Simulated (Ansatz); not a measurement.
# BaO: the cost of one run

Program: Ansatz 0.2.0. Level of theory: DFT PBE, scalar-relativistic, plane waves, PAW. These are calculated values, not measurements.

## 1. The system as given

It takes space group Fm-3m (No. 225, cubic). Conventional cell: a = 5.573 Å, b = 5.573 Å, c = 5.573 Å, α = 90.00°, β = 90.00°, γ = 90.00°. Ba (site symmetry m-3m) is surrounded by 6 O at 2.79 Å. Around O (site symmetry m-3m) lie 6 Ba at 2.79 Å.

As a file:

```
CELL_PARAMETERS angstrom
0.00000 2.78666 2.78666
2.78666 0.00000 2.78666
2.78666 2.78666 0.00000
ATOMIC_POSITIONS crystal
Ba 0.00000 0.00000 0.00000
O 0.50000 0.50000 0.50000
```

This cell was relaxed beforehand with the same method: volume 21.64 Å³/atom, gap on the mesh 2.10 eV.

## 2. The cell scaled to 0.97 of its volume

The input, input.yaml:

```yaml
crystal:
  lattice:
    - [0.0, 2.7585132009, 2.7585132009]
    - [2.7585132009, 0.0, 2.7585132009]
    - [2.7585132009, 2.7585132009, 0.0]
  atoms:
    - { symbol: Ba, position: [0.0, 0.0, 0.0] }
    - { symbol: O, position: [0.5, 0.5, 0.5] }
basis:
  ecutwfc: 420
kpoints:
  mp_grid: { grid: [8, 8, 8] }
hamiltonian:
  xc: pbe
scf:
  occupations: { method: gaussian, width: 0.02 }
output:
  forces: true
  stress: true
  eigenvalues: true
```

Launch:

```console
$ ansatz run input.yaml --threads 1 --pin off --max-ram 2560MiB --backend cpu --events-out ev --progress --plain --runs-dir out
```

**Question.** How long does this run take on 1 thread of an Arm CPU, shared host, and how much memory does it need?

About 1.4 s, with a peak of 0.28 GiB.
